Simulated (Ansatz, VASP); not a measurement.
## P in two plane-wave programs

Wanted: the spread between two codes on one cell, functional and k mesh. The cell is taken from a series of runs on this material, whose earlier steps may have relaxed, scaled, displaced or heated it; both programs get it as it stands.

Method: plane waves, with VASP 6.6.1 beside it; G0W0 gap at PBE, in Ansatz 0.2.0.

**1. The starting structure**

The cell holds 4 atoms: 4 P. Its edges and angles: a = 3.270 Å, b = 3.270 Å, c = 36.000 Å, α = 90.0°, β = 90.0°, γ = 120.0°. Vacuum lies along c.

**2. VASP: G0W0 gap, PBE**

Quasiparticle shifts depend on high empty states and on the cores, so they are the hardest test of two PAW sets.

Lines of VASP's logs that name or quote its potential files are left out, and so is its time.

The run reads the wave functions of an earlier VASP run, which isn't shown here.

INCAR reads:

```
SYSTEM = P
PREC = Accurate
ENCUT = 300
ISMEAR = 0
SIGMA = 0.01
LREAL = .FALSE.
GGA = PE
NBANDS = 136
ALGO = EVGW0
NELMGW = 1
ENCUTGW = 40
NOMEGA = 64
PRECFOCK = Fast
NBANDSGW = 24
LWAVE = .FALSE.
LCHARG = .FALSE.
```

POSCAR reads:

```
P
1.0
    3.2700000000      0.0000000000      0.0000000000
   -1.6350000000      2.8319030704      0.0000000000
    0.0000000000      0.0000000000     36.0000000000
P
4
Direct
    0.3333333333      0.6666666667      0.4456381787
    0.6666666667      0.3333333333      0.4111397923
    0.6666666667      0.3333333333      0.5888602077
    0.3333333333      0.6666666667      0.5543618213
```

KPOINTS reads:

```
Automatic mesh
0
Gamma
6 6 1
0 0 0
```

The projector-augmented-wave data sets are P_GW (PBE family, release 64).

On the command line:

```sh
$ mpirun -np 8 vasp_std
```

Numbers of over 12 decimals in the logs are rounded to 6 here.

Output:

```text
[banner, memory and clock lines left out]
running    8 mpi-ranks, on    1 nodes
 distrk:  each k-point on    8 cores,    1 groups
 distr:  one band on    1 cores,    8 groups

 POSCAR found type information on POSCAR P
 POSCAR found :  1 types and       4 ions
|                                                                             |
|           W    W    AA    RRRRR   N    N  II  N    N   GGGG   !!!           |
|           W    W   A  A   R    R  NN   N  II  NN   N  G    G  !!!           |
|           W    W  A    A  R    R  N N  N  II  N N  N  G       !!!           |
|           W WW W  AAAAAA  RRRRR   N  N N  II  N  N N  G  GGG   !            |
|           WW  WW  A    A  R   R   N   NN  II  N   NN  G    G                |
|           W    W  A    A  R    R  N    N  II  N    N   GGGG   !!!           |
|                                                                             |
|     For optimal performance we recommend to set                             |
|       NCORE = 2 up to number-of-cores-per-socket                            |
|     NCORE specifies how many cores store one orbital (NPAR=cpu/NCORE).      |
|     This setting can greatly improve the performance of VASP for DFT.       |
|     The default, NCORE=1 might be grossly inefficient on modern             |
|     multi-core architectures or massively parallel machines. Do your        |
|     Unfortunately you need to use the default for GW and RPA                |
|     calculations (for HF NCORE is supported but not extensively tested      |
|     yet).                                                                   |
|                                                                             |

|                                                                             |
|           W    W    AA    RRRRR   N    N  II  N    N   GGGG   !!!           |
|           W    W   A  A   R    R  NN   N  II  NN   N  G    G  !!!           |
|           W    W  A    A  R    R  N N  N  II  N N  N  G       !!!           |
|           W WW W  AAAAAA  RRRRR   N  N N  II  N  N N  G  GGG   !            |
|           WW  WW  A    A  R   R   N   NN  II  N   NN  G    G                |
|           W    W  A    A  R    R  N    N  II  N    N   GGGG   !!!           |
|                                                                             |
|     The default for ENCUTGWSOFT is different in this version of VASP.       |
|     please manually set ENCUTGWSOFT =40 in the INCAR file.                  |
|                                                                             |

 LDA part: xc-table for (Slater+PW92), standard interpolation
 found WAVECAR, reading the header
 POSCAR, INCAR and KPOINTS ok, starting setup
 FFT: planning ... GRIDC
 FFT: planning ... GRID_SOFT
 FFT: planning ... GRID
 reading WAVECAR
 the WAVECAR file was read successfully
 initial charge from wavefunction
 available memory per node:     32.05 GB, setting MAXMEM to     32817

 The Fermi energy was updated, please check that it is located mid-gap
 values below the HOMO (VB) or above the LUMO (CB) will cause erroneous energies
 E-fermi :  -2.6106

 calculate exact exchange contribution
 the WAVEDER file was read successfully
energies w=
    0.000    0.000    0.376    0.000    0.750    0.000    1.123    0.000
    1.494    0.000    1.862    0.000    2.226    0.000    2.585    0.000
    2.941    0.000    3.291    0.000    3.637    0.000    3.978    0.000
    4.315    0.000    4.647    0.000    4.974    0.000    5.298    0.000
    5.619    0.000    5.936    0.000    6.252    0.000    6.565    0.000
    6.877    0.000    7.188    0.000    7.500    0.000    7.812    0.000
    8.126    0.000    8.442    0.000    8.761    0.000    9.084    0.000
    9.412    0.000    9.746    0.000   10.087    0.000   10.436    0.000
   10.795    0.000   11.165    0.000   11.548    0.000   11.946    0.000
   12.360    0.000   12.793    0.000   13.248    0.000   13.727    0.000
   14.234    0.000   14.773    0.000   15.348    0.000   15.966    0.000
   16.633    0.000   17.356    0.000   18.145    0.000   19.011    0.000
   19.968    0.000   21.033    0.000   22.228    0.000   23.581    0.000
   25.126    0.000   26.910    0.000   28.996    0.000   31.468    0.000
   34.445    0.000   38.100    0.000   42.693    0.000   48.633    0.000
   56.609    0.000   67.864    0.000   84.916    0.000  113.729    0.000
 responsefunction array rank=     200
 LDA part: xc-table for (Slater+PW92), standard interpolation

 min. memory requirement per mpi rank    173.7 MB, per node   1389.3 MB

 allocating   8 responsefunctions rank=   200
 shmem allocating  64 responsefunctions rank=   200
 response function shared by NCSHMEM nodes    1
 Doing            8  frequencies on each core in blocks of           64
NQ=   1    0.0000    0.0000    0.0000,
|.........|.........|.........|.........|.........|.........|.........|.........
 performed        136000 updates of chi_q(r,r)
 total number of BLAS operations         43.22 Gflops
NQ=   2    0.1667   -0.0000    0.0000,
|.........|.........|.........|.........|.........|.........|.........|.........
 performed        402000 updates of chi_q(r,r)
 total number of BLAS operations        127.80 Gflops
NQ=   3    0.3333    0.0000    0.0000,
|.........|.........|.........|.........|.........|.........|.........|.........
 performed        668000 updates of chi_q(r,r)
 total number of BLAS operations        205.71 Gflops
NQ=   4    0.5000    0.0000    0.0000,
|.........|.........|.........|.........|.........|.........|.........|.........
 performed        876000 updates of chi_q(r,r)
 total number of BLAS operations        264.59 Gflops
NQ=   5    0.1667    0.1667    0.0000,
|.........|.........|.........|.........|.........|.........|.........|.........
 performed       1162000 updates of chi_q(r,r)
 total number of BLAS operations        352.66 Gflops
NQ=   6    0.3333    0.1667    0.0000,
|.........|.........|.........|.........|.........|.........|.........|.........
 performed       1487000 updates of chi_q(r,r)
 total number of BLAS operations        446.73 Gflops
NQ=   7    0.3333    0.3333    0.0000,
|.........|.........|.........|.........|.........|.........|.........|.........
 performed       1656000 updates of chi_q(r,r)
 total number of BLAS operations        487.67 Gflops
 resolving degeneracies of screened two electron integrals

 calculate QP shifts <psi_nk| G(iteration)W_0 |psi_nk>: iteration 1
 entering main loop
```

Parts of OUTCAR (step 2):

```text
ion  position               nearest neighbor table
   1  0.333  0.667  0.446-   2 2.26   2 2.26   2 2.26
   2  0.667  0.333  0.411-   1 2.26   1 2.26   1 2.26
   3  0.667  0.333  0.589-   4 2.26   4 2.26   4 2.26
   4  0.333  0.667  0.554-   3 2.26   3 2.26   3 2.26

  LATTYP: Found a hexagonal cell.
 ALAT       =     3.2700000000
 C/A-ratio  =    11.0091743119

 Subroutine GETGRP returns: Found 12 space group operations
 (whereof 12 operations were pure point group operations)

The static configuration has the point symmetry D_3h.

 Found      7 irreducible k-points:

   k-points           NKPTS =      7   k-points in BZ     NKDIM =     36   number of bands    NBANDS=    136

   dimension x,y,z NGX =    18 NGY =   18 NGZ =  210
   dimension x,y,z NGXF=    36 NGYF=   36 NGZF=  420

   ENCUT  =  300.0 eV  22.05 Ry    4.70 a.u.   4.62  4.62 50.84*2*pi/ulx,y,z

   NELECT =      20.0000    total number of electrons

  energy-cutoff  :      300.00
  volume of cell :      333.37
      direct lattice vectors                 reciprocal lattice vectors
     3.270000000  0.000000000  0.000000000     0.305810398  0.176559715  0.000000000
    -1.635000000  2.831903070  0.000000000     0.000000000  0.353119431  0.000000000
     0.000000000  0.000000000 36.000000000     0.000000000  0.000000000  0.027777778

 k-points in reciprocal lattice and weights: Automatic mesh
   0.00000000  0.00000000  0.00000000       0.028
   0.16666667 -0.00000000  0.00000000       0.167
   0.33333333  0.00000000  0.00000000       0.167
   0.50000000  0.00000000  0.00000000       0.083
   0.16666667  0.16666667  0.00000000       0.167
   0.33333333  0.16666667  0.00000000       0.333
   0.33333333  0.33333333  0.00000000       0.056

 E-fermi :  -2.6106

 QP shifts <psi_nk| G(iteration)W_0 |psi_nk>: iteration 1
 for sc-GW calculations column KS-energies equals QP-energies in previous step
 and V_xc(KS)=  KS-energies - (<T + V_ion + V_H > + <T+V_H+V_ion>^1  + <V_x>^1)
 k-point   1 :       0.0000    0.0000    0.0000
  band No.  KS-energies  QP-energies   sigma(KS)   V_xc(KS)     V^pw_x(r,r')   Z            occupation Imag(sigma)
    ...
      7      -3.7642      -3.7234     -12.8519     -12.9042     -14.5249       0.7807       2.0000       0.0327
      8      -3.7538      -3.7106     -12.8602     -12.9154     -14.5323       0.7820       2.0000       0.0326
      9      -3.7538      -3.7106     -12.8602     -12.9154     -14.5323       0.7820       2.0000       0.0326
     10      -3.5959      -3.9413     -11.0126     -10.5562     -12.8027       0.7569       2.0000       0.0429
     11       0.1520       1.4661     -10.3415     -12.0305      -6.8911       0.7780       0.0000      -0.0564
     12       0.2247       1.5804     -10.4704     -12.2179      -6.9958       0.7758       0.0000      -0.0576
     13       0.2549       1.5287     -10.1934     -11.8834      -6.8062       0.7537       0.0000      -0.0680
     14       0.2549       1.5287     -10.1934     -11.8834      -6.8062       0.7537       0.0000      -0.0680
    ...

 k-point   2 :       0.1667   -0.0000    0.0000
  band No.  KS-energies  QP-energies   sigma(KS)   V_xc(KS)     V^pw_x(r,r')   Z            occupation Imag(sigma)
    ...
      7      -4.5587      -4.5831     -12.6862     -12.6546     -14.5393       0.7703       2.0000       0.0394
      8      -4.5469      -4.5689     -12.6963     -12.6678     -14.5482       0.7721       2.0000       0.0392
      9      -4.2644      -4.7026     -10.6852     -10.0986     -12.6380       0.7470       2.0000       0.0580
     10      -3.4048      -3.6920     -11.2548     -10.8776     -12.9745       0.7614       2.0000       0.0388
     11      -0.7643       0.3822      -9.8956     -11.3842      -6.8040       0.7702       0.0000      -0.0493
     12      -0.6766       0.4853      -9.9179     -11.4337      -6.7822       0.7666       0.0000      -0.0509
     13       1.2046       2.4969     -10.3513     -12.0986      -6.6598       0.7395       0.0000      -0.1001
     14       1.2590       2.5582     -10.3924     -12.1547      -6.6910       0.7373       0.0000      -0.1022
    ...

 k-point   3 :       0.3333    0.0000    0.0000
  band No.  KS-energies  QP-energies   sigma(KS)   V_xc(KS)     V^pw_x(r,r')   Z            occupation Imag(sigma)
    ...
      7      -5.5620      -5.6676     -12.6162     -12.4772     -14.8381       0.7596       2.0000       0.0519
      8      -5.5493      -5.6527     -12.6275     -12.4916     -14.8475       0.7612       2.0000       0.0516
      9      -4.1693      -4.4522     -11.5349     -11.1572     -13.5138       0.7490       2.0000       0.0511
     10      -3.7036      -3.8760     -11.8392     -11.6119     -13.5912       0.7586       2.0000       0.0404
     11      -1.8714      -0.9378      -9.2567     -10.4497      -6.4243       0.7826       0.0000      -0.0384
     12      -1.5801      -0.5742      -9.5328     -10.8240      -6.6572       0.7790       0.0000      -0.0406
     13       0.2283       1.1417      -8.5889      -9.7654      -5.2188       0.7763       0.0000      -0.0607
     14       0.7053       1.6702      -8.7139      -9.9743      -5.2883       0.7656       0.0000      -0.0718
    ...

 k-point   4 :       0.5000    0.0000    0.0000
  band No.  KS-energies  QP-energies   sigma(KS)   V_xc(KS)     V^pw_x(r,r')   Z            occupation Imag(sigma)
    ...
      7      -5.9379      -6.0697     -12.6045     -12.4298     -14.9731       0.7538       2.0000       0.0562
      8      -5.9250      -6.0546     -12.6163     -12.4447     -14.9825       0.7554       2.0000       0.0557
      9      -5.1977      -5.5103     -11.3415     -10.9181     -13.5005       0.7383       2.0000       0.0725
     10      -4.8690      -5.1222     -11.5238     -11.1836     -13.5431       0.7442       2.0000       0.0606
     11      -1.7136      -0.6911      -9.5149     -10.8202      -6.5123       0.7833       0.0000      -0.0405
     12      -1.5979      -0.5475      -9.5881     -10.9324      -6.5511       0.7813       0.0000      -0.0416
     13      -0.4900       0.3179      -8.6047      -9.6505      -5.6940       0.7725       0.0000      -0.0474
     14       0.2334       1.1853      -9.0875     -10.3377      -6.0167       0.7613       0.0000      -0.0628
    ...

[... 3 further parts left out ...]
```

(Part 1 of 2 ends here.)

[Lines on the potential files, build, host, timing and source positions are cut from VASP's logs without a mark.]

[Logs are printed without paths, hosts, clocks, repeated set-up lines and the standing remarks that a program may print on its own settings, such as how far it seeks lower states.]

[Hosts, paths, dates, database ids (printed as entryN), source tags and the programs' standing remarks are cut or masked in the printed files.]
